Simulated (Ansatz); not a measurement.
# Bi2Te2Se (R-3m) in Ansatz: notebook

The runs below take Bi2Te2Se through band structure, with HSE06, PBE0.

All numbers are computed with Ansatz 0.2.0; they aren't measurements. Logs are shortened: lines on timing, memory, paths and dates and some standing lists are left out, and cuts for length are marked.

**1. The crystal as given**

It takes space group R-3m (No. 166, trigonal). The conventional cell has a = 4.322 Å, b = 4.322 Å, c = 31.757 Å, α = 90.00°, β = 90.00°, γ = 120.00°. Around Bi (site symmetry 3m) lie 3 Te at 3.05 Å and 3 Se at 3.11 Å. Te (site symmetry 3m) has 3 Bi at 3.05 Å as nearest neighbours. Around Se (site symmetry -3m) lie 6 Bi at 3.11 Å.

The cell is a database's computed one.

**2. Band structure, HSE06**

input reads:

```
crystal:
  lattice:
    - [2.1609687617, 1.2476358963, 10.5855712543]
    - [-2.1609687617, 1.2476358963, 10.5855712543]
    - [0.0, -2.4952717926, 10.5855712543]
  atoms:
    - { symbol: Bi, position: [0.39172124, 0.39172124, 0.39172124] }
    - { symbol: Bi, position: [0.60827876, 0.60827876, 0.60827876] }
    - { symbol: Te, position: [0.78040487, 0.78040487, 0.78040487] }
    - { symbol: Te, position: [0.21959513, 0.21959513, 0.21959513] }
    - { symbol: Se, position: [0.0, 0.0, 0.0] }
hamiltonian:
  xc: hse06
  pseudopotentials: { kind: paw }
kpoints:
  mp_grid: { grid: [6, 6, 6] }
  band_path:
    path:
      - [[0.0, 0.0, 0.0], [0.5, 0.0, 0.0], [0.5, 0.1759276236, -0.1759276236]]
      - [[0.8240723764, 0.5, 0.1759276236], [0.5, 0.5, 0.5], [0.0, 0.0, 0.0], [0.3379638118, 0.0, -0.3379638118]]
      - [[0.6620361882, 0.3379638118, 0.0], [0.5, 0.5, 0.0], [0.6620361882, 0.6620361882, 0.1759276236], [0.5, 0.5, 0.5]]
      - [[0.5, 0.0, 0.0], [0.8240723764, 0.3379638118, 0.3379638118]]
    npoints: 4
scf:
  occupations: { method: fermi_dirac, width: 0.05 }
  n_extra_bands: 12
output:
  forces: true
  stress: true
  eigenvalues: true
  fatbands: false
  write_density: true
  write_potential: true
  elf: true
  volumetric_format: npy
```

Potentials or basis: Ansatz PAW.

The program printed:

```text
Warning: output.stress: scf.convergence.dr2_threshold = 1e-7 eV (the SCF's general default) is looser than the 5e-10 eV advised for a printed stress (1e-10 eV for each atom of the cell: 5). What an SCF threshold leaves in a stress goes as its square root, and in the free energy as the threshold itself, and one threshold admits the most on a small cell: of the crystals measured, under no hybrid functional and no lock of the moments, on runs that ended without the residual-converged pass, on stresses that held no estimate of that error, the worst erred by over 100 MPa in a component at 1e-7 eV an atom and by under 5 at 1e-10. Set scf.convergence.dr2_threshold to 5e-10 eV or tighter. The threshold is an SCF's pass mark: one that does not reach it within its budget of iterations ends unconverged, or closes short of it on a stop that the run arms, and scf.convergence.dr2_threshold's page says what that costs each kind of run
Warning: output.stress: scf.exx.energy_threshold = 1e-6 eV is looser than the 5e-8 eV advised for a stress under a hybrid functional (1e-8 eV for each atom of the cell: 5). Every SCF of the exchange loop can meet its threshold on dr2 while the loop round them stops early: no threshold on dr2 bounds what that leaves in the stress. Set scf.exx.energy_threshold to 5e-8 eV or tighter. The threshold is the loop's pass mark: a loop that does not reach it within its budget of cycles ends unconverged, and scf.exx.energy_threshold's page has the law
basis.fft_grid_basis auto: the FFT boxes are laid along the combinations [[1, -1, 0], [0, 1, 0], [0, -1, 1]] of the cell's own vectors, 4.322, 10.876 and 4.322 Å long. The dense box has 30×75×30 points. Along the cell's own vectors, as sized, it would have 75×75×75, 6.25 times as many. Of the 12 symmetry operations that the crystal satisfies within crystal.symmetry.tolerance (time reversal apart; of a slab, those that keep its plane) the dense box along the cell's own vectors carries 12, and the one as laid loses 8 of those. basis.fft_grid_basis: typed keeps the cell's own vectors: state it where this run's energies or levels are differenced outside the engine with another run's, or held beside a run that keeps those vectors. Those combinations have planes normal to reciprocal vector 3, as the cell's own vectors have. Each planar average written beside output.write_density, output.write_potential has a row for each plane of the box: 30. The volumetric files lie along those combinations, not along the cell's own vectors: a cube or XSF file states them, and fields.json those of NumPy files.
scf.n_extra_bands = 12 over 39 filled bands (N_el = 78.0): the run solves 51 bands
GPUs: using 1 of 1 available (devices: 1).
Engine: ansatz 0.2.0, x86_64-unknown-linux-gnu
Pseudopotentials: kind: paw
Pseudopotential: Bi, paw, valence charge 15, recommended cutoff 420 eV (normal), Bi.paw.azcp
Pseudopotential: Te, paw, valence charge 16, recommended cutoff 420 eV (normal), Te.paw.azcp
Pseudopotential: Se, paw, valence charge 16, recommended cutoff 420 eV (normal), Se.paw.azcp
Functional definition: HSE06
  parameter a = 0.25
  parameter omega = 0.11/bohr
  exchange = pbe_x - a*pbe_x_sr(omega) + a*exact_x_sr(omega)
  correlation = pbe_c
device memory: the entry about to start is reckoned to put 2.9 GiB on a device that reports 39.3 GiB free (of which the cap on the GPU budget leaves the run 18.0 GiB)
GPU FFT provider: cuFFT
GPU libraries: cuBLAS 13.8.2, cuFFT 12.4.0, cuSOLVER 12.3.4
Crystal: 5 atoms, lattice volume = 171.239 Å³
Basis set: ecut = 420 eV, 3335 PW (Γ), FFT grids on a1−a2, a2, −a2+a3, exchange–correlation on 60×150×60 points (8 copies of the dense FFT grid, shifted against one another)
Bands: 51, of which v1, the nominal top of the filled ones, is band 39 counted from 1 (38 counted from 0)
Symmetry: 12 space group operations
Space group: R-3m (ITA 166), of the structure as read, at distance tolerance 5.6e-5 Å
k-points: 32 of 216
Non-local potential: Bi, projectors of the file, l = 0: 2, l = 1: 2, l = 2: 2, l = 3: 2
Non-local potential: Te, projectors of the file, l = 0: 2, l = 1: 2, l = 2: 2, l = 3: 2
Non-local potential: Se, projectors of the file, l = 0: 2, l = 1: 2, l = 2: 3, l = 3: 1
PAW form: soft (Blöchl's): semilocal exchange-correlation on the pseudo side does not see the compensation charge
PAW frozen core: Bi, regenerated for the run's functional, and the local potential with it (the file was generated under x = pbe(κ = 0.804, μ = 0.2195149727645171), c = pbe(β = 0.06672455060314922))
PAW frozen core: Te, regenerated for the run's functional, and the local potential with it (the file was generated under x = pbe(κ = 0.804, μ = 0.2195149727645171), c = pbe(β = 0.06672455060314922))
PAW frozen core: Se, regenerated for the run's functional, and the local potential with it (the file was generated under x = pbe(κ = 0.804, μ = 0.2195149727645171), c = pbe(β = 0.06672455060314922))
PAW one-centre angular grid: Bi, 590 points (default); XC on 64 Gauss nodes
PAW one-centre angular grid: Te, 590 points (default); XC on 64 Gauss nodes
PAW one-centre angular grid: Se, 590 points (default); XC on 64 Gauss nodes
Initial density: superposition of atomic densities (neutral atoms: chi_scale 0, normalization atom), corrected by the library's trained network
Initial wavefunctions: pseudopotential atomic-orbital guess
GPU buffer pool allocated for 67500 grid points (all kernels)
GPU transforms: local potential and band sums: pruned to the plane-wave sphere, on 30×75×30
Functional: x = pbe(κ = 0.804, μ = 0.2195149727645171), c = pbe(β = 0.06672455060314922), warm-up for x = pbe(κ = 0.804, μ = 0.2195149727645171) + 0.25 (exact − pbe) at short range (hse, ω = 0.20786987370883472 Å⁻¹), c = pbe(β = 0.06672455060314922); HSE06 as pw.x's `hse` composes it (authors' and Libxc's form: `xc: wpbeh`)
SCF iter   1: F=—  HF=-44223.618385 eV  |F-HF|=—  |Δ(HF+E_count)|=         —  Δρ=1.04e-3  dr2=3.50e-3  ethr=1.77e-3  ⟨swp⟩=15.8  Hψ=7616  notcnv=1
preconditioner: auto → none  [insulator: Δε(μ)=0.467 eV  Ē_g=10.034 eV  σ=0.050 eV  W_gap=0.98  n_scr=44 (ndim 8)  ℏωp=15.0 eV  f_vac=0.050  D(μ)=0.01/eV (n_scr^D=0)]
SCF iter   2: F=—  HF=-44223.623052 eV  |F-HF|=—  |Δ(HF+E_count)|=   4.67e-3  Δρ=1.09e-3  dr2=2.28e-2  ethr=4.48e-6  ⟨swp⟩=6.5  Hψ=6008  notcnv=0  defer=16
[... 27 lines left out ...]
  Residual-converged pass: ⟨swp⟩=4.7  Hψ=4944  notcnv=0  max |occ|·‖R‖ = 6.6e-6 eV (tolerance 6.7e-6 eV)  dr2=2.81e-6  dr2_onsite=6.40e-8  max |Δocc| = 6.5e-11
hybrid outer 1: dexx = +1.617e-2 eV, tail = 1.48e-4 eV
GPU FFT provider: cuFFT
GPU libraries: cuBLAS 13.8.2, cuFFT 12.4.0, cuSOLVER 12.3.4
GPU buffer pool allocated for 67500 grid points (all kernels)
GPU transforms: local potential and band sums: pruned to the plane-wave sphere, on 30×75×30
Exchange kernel: α = 0.2500, screened, ω = 0.2079 Å⁻¹, Wigner–Seitz truncation, v(0) = 1046.8873 eV·Å³, q-mesh 6×6×6, nearest image of the exchange supercell L = 25.93 Å, pair-density grid 25×72×25, without the augmentation charges, whose exchange is taken in its separable form by FFT convolution over the k-point mesh (the finest that the files' search goes to), smooth part of the exact exchange by density-matrix convolution in up to 19.19 GiB of GPU memory as planned if the GPU has room (build and FFT work areas not counted)
Frozen-core exchange: fock
SCF iter   1: F=—  HF=-44241.343684 eV  |F-HF|=—  |Δ(HF+E_count)|=         —  Δρ=3.18e-5  dr2=2.70e-6  ethr=9.47e-7  ⟨swp⟩=4.4  Hψ=3489  notcnv=0
preconditioner: auto → none  [insulator: Δε(μ)=0.888 eV  Ē_g=11.196 eV  σ=0.050 eV  W_gap=1.00  n_scr=44 (ndim 8)  ℏωp=15.0 eV  f_vac=0.054  D(μ)=0.00/eV (n_scr^D=0)]
SCF iter   2: F=—  HF=-44241.343685 eV  |F-HF|=—  |Δ(HF+E_count)|=   1.09e-6  Δρ=1.77e-5  dr2=4.47e-7  ethr=3.24e-9  ⟨swp⟩=4.0  Hψ=4724  notcnv=0
SCF iter   3: F=—  HF=-44241.343685 eV  |F-HF|=—  |Δ(HF+E_count)|=   3.21e-8  Δρ=5.79e-6  dr2=1.75e-7  ethr=3.49e-10  ⟨swp⟩=4.1  Hψ=3888  notcnv=0  defer=2
SCF iter   4: F=—  HF=-44241.343686 eV  |F-HF|=—  |Δ(HF+E_count)|=   7.55e-7  Δρ=5.19e-6  dr2=6.01e-8  ethr=3.02e-11  ⟨swp⟩=6.1  Hψ=6057  notcnv=0  defer=8
SCF iter   5: F=—  HF=-44241.343686 eV  |F-HF|=—  |Δ(HF+E_count)|=   1.57e-8  Δρ=7.47e-7  dr2=1.86e-9  ethr=3.02e-11  ⟨swp⟩=3.0  Hψ=3374  notcnv=0
SCF iter   6: F=-44241.343686 eV  HF=-44241.343686 eV  |F-HF|=8.66e-10  |Δ(HF+E_count)|=   8.30e-9  Δρ=6.07e-7  dr2=1.25e-9  ethr=1.38e-12 (applied; sched 1.00e-12)  ⟨swp⟩=4.0  Hψ=4536  notcnv=0
SCF 3 converged in 6 iterations: F = -44241.343686 eV  dr2 = 1.25e-9
  Residual-converged pass: ⟨swp⟩=3.0  Hψ=3236  notcnv=0  max |occ|·‖R‖ = 7.0e-7 eV (tolerance 7.0e-7 eV)  dr2=1.25e-9  dr2_onsite=2.86e-11  max |Δocc| = 1.9e-13
hybrid outer 2: dexx = +8.749e-7 eV, tail = 2.76e-8 eV, Δε = 2.46e-3 eV (about 6.70e-5 eV left of the loop's levels), ΔF = 2.17e-3 eV/Å (tail 5.82e-4)
device memory: the entry about to start is reckoned to put 1.5 GiB on a device that reports 49.2 GiB free (of which the cap on the GPU budget leaves the run 18.0 GiB)
NSCF: frozen V_eff on 40 k-points, pencils in batches of 32, up to order 228
hybrid SCF converged: 2 outer / 14 inner (+6 warm-up), last move |dexx| = 8.75e-7 eV, tail = 2.76e-8 eV
Stability not checked: this state was not tested for a lower state beside it, because the functional holds exact exchange (a hybrid, or Hartree-Fock), whose exchange loop this test does not read (fock_operator; see scf.lower_state_search)
Free energy (F): -44241.343686 eV
Frozen-core exchange: fock
Harris-Foulkes:  -44241.343686 eV  (|F-HF|=8.66e-10)
Internal energy: -44241.343684 eV  (E = F + TS)
E sigma→0 (E₀):  -44241.343685 eV
Entropy (-TS):   -0.000002 eV (-0.000 meV/atom)
Fermi energy:    8.118794 eV
--- Per-component energies (eV) ---
  E_band       = -1344.857142
  E_kinetic    = 1075.930583
  E_local      = -9037.833741  (includes V_loc(G=0)·N_el)
  E_nonlocal   = -93.319851
  E_hartree    = 4294.305118
  E_xc         = -527.108154
  E_vxc        = -476.340240  (∫ρ·V_xc dr)
  E_exx        = -227.997968  (= α·E_x^exact, valence–valence)
  E_paw        = -32479.642968  (= ΣΔE_a)
  E_vpaw       = -945.906798  (= ΣTr[D̂ρ^β])
  E_aug_tail   = -0.001818  (compensation charges beyond the density's cutoff)
  E_ewald      = -7244.545389
  E_core_change = -1.129495  (= ΣΔE_core)
  E_smearing   = -0.000002  (= −TS)
  E_closure    = -0.000000  (closes the sum)
  Σ components = -44241.343686   (vs F -44241.343686, Δ=-7.28e-12)
--- Forces (eV/Å), atoms counted from 1 ---
  atom   1  Bi     0.00000000     0.00000000     0.11167685
  atom   2  Bi     0.00000000    -0.00000000    -0.11167685
  atom   3  Te     0.00000000     0.00000000    -0.17434206
  atom   4  Te     0.00000000    -0.00000000     0.17434206
  atom   5  Se    -0.00000000    -0.00000000     0.00000000
  max |Σ_I F_I| component: 2.78e-17 eV/Å
--- Stress (GPa, compression-positive) ---
       -0.695758       0.000000       0.000000
        0.000000      -0.695758       0.000000
        0.000000       0.000000      -0.689321
  P = ⅓ Tr σ = -0.6936 GPa (-6.936 kbar)
--- Band table (eV; the first three rows and the last of 32) ---
  k-point 0: bands = ["-43.2446", "-43.2423", "-43.2423", "-43.2266", "-43.2266", "-31.0363", "-31.0363", "-31.0358", "-31.0358", "-31.0266", "-31.0266", "-31.0263", "-31.0263", "-31.0214", "-31.0212", "-17.2585", "-17.2585", "-17.2552", "-17.2552", "-17.2367", "-17.2362", "-17.2362", "-17.2351", "-17.2318", "-17.2318", "-7.2376", "-5.9051", "-5.0142", "-1.7170", "-1.1701", "5.6574", "5.6574", "5.6948", "5.7642", "6.4915", "6.4915", "6.9019", "6.9019", "7.6668", "8.5546", "9.4500", "9.4500", "10.3898", "10.7496", "10.7496", "14.1682", "14.8940", "14.9569", "14.9569", "15.0082", "15.8320"]
  k-point 1: bands = ["-43.2446", "-43.2423", "-43.2423", "-43.2265", "-43.2265", "-31.0363", "-31.0359", "-31.0358", "-31.0354", "-31.0267", "-31.0266", "-31.0263", "-31.0261", "-31.0211", "-31.0209", "-17.2624", "-17.2583", "-17.2558", "-17.2528", "-17.2381", "-17.2351", "-17.2351", "-17.2332", "-17.2315", "-17.2309", "-6.9989", "-5.6504", "-4.8617", "-1.8734", "-1.4796", "4.3477", "4.7463", "5.1347", "5.2462", "6.2168", "6.5678", "6.7594", "6.7872", "7.0989", "9.4582", "10.0459", "10.1263", "10.6347", "10.9432", "11.4201", "13.3511", "14.1960", "15.2906", "15.3109", "15.3677", "15.8431"]
  k-point 2: bands = ["-43.2445", "-43.2423", "-43.2423", "-43.2265", "-43.2265", "-31.0362", "-31.0359", "-31.0353", "-31.0347", "-31.0270", "-31.0266", "-31.0265", "-31.0259", "-31.0206", "-31.0205", "-17.2709", "-17.2650", "-17.2530", "-17.2489", "-17.2411", "-17.2371", "-17.2306", "-17.2287", "-17.2276", "-17.2258", "-6.3682", "-4.9756", "-4.5253", "-2.6059", "-2.1603", "2.8644", "4.1180", "4.3964", "4.4748", "5.4459", "5.5054", "6.4479", "6.7127", "7.1007", "9.2844", "10.2144", "10.5668", "11.2557", "11.7766", "12.3963", "12.6192", "14.3986", "15.4225", "16.2406", "16.4766", "16.6841"]
  k-point 31: bands = ["-43.2446", "-43.2423", "-43.2423", "-43.2266", "-43.2266", "-31.0363", "-31.0363", "-31.0358", "-31.0358", "-31.0266", "-31.0266", "-31.0263", "-31.0263", "-31.0214", "-31.0212", "-17.2585", "-17.2585", "-17.2552", "-17.2552", "-17.2367", "-17.2362", "-17.2362", "-17.2351", "-17.2318", "-17.2318", "-7.2224", "-6.0086", "-4.8537", "-2.1034", "-0.8099", "5.1391", "5.6531", "5.6531", "6.5736", "6.5824", "6.5824", "6.7865", "6.7865", "7.1362", "8.9008", "9.6169", "9.6169", "10.2838", "10.5633", "10.5633", "14.1893", "14.7592", "14.7592", "14.8332", "14.8745", "16.0700"]
```

It took 8.2 min on 1 × NVIDIA H100 80GB HBM3 with 2 threads of AMD EPYC 7R13 (Zen 3), shared host; peak memory 9.7 GiB.

Results:

| Item | Value |
| --- | --- |
| Free energy | -44241.3437 eV |
| Pressure | -0.7 GPa |
| Largest force | 0.174 eV/Å |
| Band gap on the k mesh | 0.89 eV, direct |
| Band gap along the path | 0.89 eV, direct |

Forces on the atoms (eV/Å):
```
Bi   0.000  0.000  0.112
Bi   0.000  0.000 -0.112
Te   0.000  0.000 -0.174
Te   0.000  0.000  0.174
Se   0.000  0.000  0.000
```

Levels at the corners of the path, in eV from the valence-band top:
```tsv
point	band 37	band 38	band 39	band 40	band 41	band 42
Γ	-0.76	-0.76	0.00	0.89	1.78	1.78
L	-1.79	-1.01	-0.62	1.54	2.46	3.42
B1	-1.67	-0.88	-0.65	2.07	2.85	3.46
B	-1.67	-0.88	-0.65	2.07	2.85	3.46
Z	-0.88	-0.88	-0.53	1.23	1.95	1.95
Γ	-0.76	-0.76	0.00	0.89	1.78	1.78
X	-1.64	-0.93	-0.64	2.08	3.10	3.18
Q	-1.64	-0.93	-0.64	2.08	3.10	3.18
F	-1.50	-1.25	-1.07	2.10	2.21	2.91
P1	-1.26	-1.18	-1.11	1.98	2.36	2.76
Z	-0.88	-0.88	-0.53	1.23	1.95	1.95
L	-1.79	-1.01	-0.62	1.54	2.46	3.42
P	-1.26	-1.18	-1.11	1.98	2.36	2.76
```

Caveat: spin-orbit coupling is left out, which as a rule narrows the gap of such compounds by several tenths of an eV; the PAW data sets come from PBE, with cores solved anew for the run's functional, which leaves a small shift of forces and pressure; the thresholds are loose for stress.

**3. Band structure, PBE0**

input, as its differences from that of step 2:

```diff
@@ -12,3 +12,3 @@
 hamiltonian:
-  xc: hse06
+  xc: pbe0
   pseudopotentials: { kind: paw }
```

Potentials or basis: Ansatz PAW.

Run time: 7.9 min. Hardware: 1 × NVIDIA H100 80GB HBM3 with 2 threads of AMD EPYC 7R13 (Zen 3), shared host; peak memory 9.8 GiB.

The run converged. Its results:

```yaml
Free_energy: -44233.3168 eV
Pressure: -0.7 GPa
Largest_force: 0.193 eV/Å
Band_gap_on_the_k_mesh: 1.41 eV, direct
Band_gap_along_the_path: 1.41 eV, direct
```

Forces on the atoms (eV/Å):
```
Bi   0.000  0.000  0.142
Bi   0.000  0.000 -0.142
Te   0.000  0.000 -0.193
Te   0.000  0.000  0.193
Se   0.000  0.000  0.000
```

Levels at the corners of the path, in eV from the valence-band top:
```csv
point,band 35,band 36,band 37,band 38,band 39,band 40,band 41,band 42,band 43,band 44
Γ,-1.24,-1.24,-0.80,-0.80,0.00,1.41,2.33,2.33,3.31,3.69
L,-2.88,-2.54,-1.88,-1.06,-0.65,2.09,3.04,4.04,4.30,5.05
B1,-3.09,-2.67,-1.74,-0.93,-0.69,2.63,3.43,4.07,4.72,5.54
B,-3.09,-2.67,-1.74,-0.93,-0.69,2.63,3.43,4.07,4.72,5.54
Z,-1.14,-1.12,-0.92,-0.92,-0.57,1.77,2.51,2.51,3.19,3.49
Γ,-1.24,-1.24,-0.80,-0.80,0.00,1.41,2.33,2.33,3.31,3.69
X,-2.90,-2.87,-1.71,-0.99,-0.69,2.65,3.69,3.78,4.96,5.30
Q,-2.90,-2.87,-1.71,-0.99,-0.69,2.65,3.69,3.78,4.96,5.30
F,-2.35,-2.04,-1.56,-1.31,-1.13,2.67,2.78,3.50,4.17,4.69
P1,-2.40,-2.36,-1.31,-1.24,-1.17,2.55,2.93,3.35,4.19,4.85
Z,-1.14,-1.12,-0.92,-0.92,-0.57,1.77,2.51,2.51,3.19,3.49
L,-2.88,-2.54,-1.88,-1.06,-0.65,2.09,3.04,4.04,4.30,5.05
P,-2.40,-2.36,-1.31,-1.24,-1.17,2.55,2.93,3.35,4.19,4.85
```

Caveat: spin-orbit coupling is left out, which as a rule narrows the gap of such compounds by several tenths of an eV; the PAW data sets come from PBE, with cores solved anew for the run's functional, which leaves a small shift of forces and pressure; the thresholds are loose for stress.
